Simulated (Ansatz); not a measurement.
L1₀ (CuAu-type) CoPt was calculated with r²SCAN-D4 (Ansatz, an electronic-structure program, PAW).

Numerical settings: plane-wave cutoff 560 eV, 20×20×16 k mesh (along the axes of the cell as run), Fermi–Dirac smearing 0.05 eV, spin-polarised with parallel moments, scalar-relativistic PAW data made under PBE.

Results at a series of volumes:

| V (Å³/atom) | E − E_lowest (meV/atom) |
|---|---|
| 12.718 | 16.74 |
| 12.983 | 4.01 |
| 13.248 | 0.00 |
| 13.513 | 3.70 |
| 13.778 | 14.27 |

### Question
Fit the third-order Birch–Murnaghan equation and give B0 and B′.

### Answer
V0 = 13.248 Å³/atom, B0 = 233 GPa, B′ = 5.0 (fit to the energies at full precision).

Shape and atoms are relaxed at each volume.

Note: the bulk modulus comes from volumes at which shape and atoms were relaxed.

Spin–orbit coupling is not included.

The computed numbers hold no vibrational or temperature effects.
